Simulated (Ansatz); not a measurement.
# CoSi: a prediction, then the measurements

Theory: DFT PBE, scalar-relativistic, plane waves, PAW (Ansatz).

Settings: cutoff 420 eV, Γ-centred mesh 8×8×8 on the computed 8-atom cell, Gaussian smearing of 0.10 eV; no spin polarisation.

Relaxed structure:

```cif
data_structure
_symmetry_space_group_name_H-M 'P2_13'
_symmetry_Int_Tables_number 198
_cell_length_a 4.4308
_cell_length_b 4.4308
_cell_length_c 4.4308
_cell_angle_alpha 90.000
_cell_angle_beta 90.000
_cell_angle_gamma 90.000
_cell_volume 86.99
loop_
_atom_site_label
_atom_site_type_symbol
_atom_site_symmetry_multiplicity
_atom_site_Wyckoff_symbol
_atom_site_fract_x
_atom_site_fract_y
_atom_site_fract_z
_atom_site_occupancy
Co1 Co 4 a 0.14502 0.14502 0.14502 1
Si1 Si 4 a 0.84316 0.84316 0.84316 1
```

| Item | Value |
| --- | --- |
| Space group | P2_13 (No. 198) |
| Volume per atom | 10.87 Å³ |
| Formation energy from the elements' standard states (uncorrected) | -0.606 eV/atom |
| Kohn–Sham band gap | none (metal) |
| Density of states at the Fermi level | 0.4 states/eV per cell |
| Orbital (Löwdin) character within 0.5 eV of the Fermi level | Co 3d 86 %, Si 3p 10 % |
| Bader charge by site (e) | Co (4 in the cell) -0.41, Si (4 in the cell) 0.41 |

A magnetic start lost its moments in a first run, so spin was left out; other magnetic orders weren't tried.

**Against measurements.**

A measured lattice constant a of CoSi is 4.447 Å (a printed reference work (data compilation, original work of 1956)); the calculated 4.431 Å falls short of it by 0.4 %. The calculation is for 0 K without zero-point motion.

It was relaxed from a cell as deposited in COD. Löwdin shares on free-atom orbitals overweight diffuse shells.
